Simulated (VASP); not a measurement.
**Cr: relaxation of the atoms with PBE**

Slab: Cr, a slab with vacuum.

```
Cr
1.0
     2.46487    0.00000    0.00000
    -0.82162    2.32390    0.00000
     0.00000    0.00000   27.07534
Cr
7
Direct
  0.50000 0.50000 0.27700
  0.00000 0.00000 0.35134
  0.50000 0.50000 0.42567
  0.00000 0.00000 0.50000
  0.50000 0.50000 0.57433
  0.00000 0.00000 0.64866
  0.50000 0.50000 0.72300
```

The slab is cut from a database's or a generator's crystal, which needn't be the stable form of the element.

* Program: VASP 6.6.1
* Task: relaxation of the atoms
* Functional: PBE
* Potentials or basis: VASP PAW PBE potentials, release 64 (Cr_pv)
* Cutoff: 520 eV
* k mesh: 16 × 16 × 1
* Occupations: methfessel-paxton, width 0.1 eV
* Spin: no spin polarisation
* Dipole correction: yes
* Further INCAR settings: ALGO = Normal; EDIFF = 1e-06; IBRION = 2; EDIFFG = -0.02; NSW = 80

* Energy gained by relaxing: 5.6 meV/atom
* Ionic steps: 11
* Largest force after relaxing: 0.006 eV/Å
* Band gap on the k mesh: none (metal or under the smearing width)

Forces on the atoms (eV/Å):
```
Cr   0.000  0.000  0.002
Cr   0.000  0.000  0.000
Cr   0.000  0.000 -0.006
Cr   0.000  0.000  0.000
Cr   0.000  0.000  0.006
Cr   0.000  0.000  0.000
Cr   0.000  0.000 -0.002
```

The path:
| step | energy change (eV) | largest force (eV/Å) | pressure (GPa) |
| --- | --- | --- | --- |
| 1 | 0.0000 | 0.4597 | -2.87 |
| 2 | -0.0286 | 0.2382 | -2.42 |
| 3 | -0.0344 | 0.1519 | -2.07 |
| 4 | -0.0371 | 0.0483 | -1.96 |
| 5 | -0.0376 | 0.0332 | -1.89 |
| 6 | -0.0376 | 0.0322 | -1.88 |
| 7 | -0.0379 | 0.0288 | -1.84 |
| 8 | -0.0386 | 0.0224 | -1.70 |
| 9 | -0.0392 | 0.0235 | -1.47 |
| 10 | -0.0391 | 0.0364 | -1.37 |
| 11 | -0.0393 | 0.0058 | -1.44 |

Final structure:
```
Cr
1.0
     2.46487    0.00000    0.00000
    -0.82162    2.32390    0.00000
     0.00000    0.00000   27.07534
Cr
7
Direct
  0.50000 0.50000 0.27961
  0.00000 0.00000 0.35085
  0.50000 0.50000 0.42564
  0.00000 0.00000 0.50000
  0.50000 0.50000 0.57435
  0.00000 0.00000 0.64915
  0.50000 0.50000 0.72039
```

Levels at points of the mesh, in eV from the Fermi level:
| k point | band 39 | band 40 | band 41 | band 42 | band 43 | band 44 | band 45 | band 46 |
| --- | --- | --- | --- | --- | --- | --- | --- | --- |
| (0.00, 0.00, 0.00) | -0.89 | -0.89 | -0.82 | -0.53 | -0.38 | 0.04 | 0.49 | 0.83 |
| (0.50, 0.00, 0.00) | -0.30 | 0.11 | 0.71 | 0.96 | 0.98 | 1.06 | 1.08 | 1.10 |
| (0.50, 0.50, 0.00) | 0.46 | 0.49 | 0.73 | 0.77 | 0.88 | 0.98 | 1.14 | 1.66 |

It took 13 min on 4 MPI ranks on Intel(R) Xeon(R) 6975P-C (Granite Rapids), with other jobs on the host, peak memory 0.51 GiB a rank.

Caveat: the run has no spin polarisation, though such a crystal can be magnetic. Spin polarisation is off, so any magnetic state and its effect on volume and gap are missing.
